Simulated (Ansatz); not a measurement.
`O=C(O)C[SiH2]F` + `N=CF` → `F/C=N/[SiH2]F` + `CC(=O)O`  (ligand exchange at the Si–C bond)

Isolated molecules relaxed with PBE0-D4/def2-TZVP in Ansatz; ΔE leaves out vibrations. CCSD(T)/CBS adds triple-zeta CCSD(T) − MP2 to the extrapolated MP2 energy (def2 sets, frozen cores). This one scheme is used for every species. Functionals use def2-TZVPP. B3LYP here is the variant with VWN-RPA as its local correlation; programs differ in this. One conformer a species, not always the lowest.

| level | ΔE (kJ/mol) | difference from CCSD(T)/CBS |
| --- | --- | --- |
| PBE-D4 | -63.7 | 1.3 |
| r2SCAN-D4 | -69.1 | -4.1 |
| B3LYP-D4 | -71.2 | -6.2 |
| ωB97X-V | -65.4 | -0.4 |
| B2PLYP | -72.6 | -7.6 |
| PBE | -65.6 | -0.6 |
| r2SCAN | -69.7 | -4.7 |
| HF/def2-TZVPP | -79.3 | -14.3 |
| SCS-MP2/def2-TZVPP | -69.3 | -4.3 |
| CCSD/def2-TZVPP | -65.1 | -0.1 |
| CCSD(T)/def2-TZVPP | -63.9 | 1.1 |
| HF/def2-QZVPP | -80.0 | -15.0 |
| MP2/def2-QZVPP | -69.3 | -4.3 |
| SCS-MP2/def2-QZVPP | -70.2 | -5.2 |
| HF/CBS(def2) | -80.1 | -15.1 |
| CCSD/CBS(def2) | -66.2 | -1.2 |
| CCSD(T)/CBS | -65.0 | 0 |

Largest T1 diagnostic among the species: 0.015.

In def2-TZVPP, CCSD(T) changes the Hartree–Fock value by +15.4 kJ/mol (the triples alone add +1.2 kJ/mol) and MP2 by +10.9 kJ/mol. The D4 term adds +3.1 kJ/mol with B3LYP and +1.8 kJ/mol with PBE0; it sums over pairs of atoms, weighted by their polarisabilities, and B3LYP, whose exchange is more repulsive, gets the larger term.

CCSD(T)/CBS has its own doubt, a few kJ/mol and more with outer-core shells, so smaller differences from it don't rank the levels.
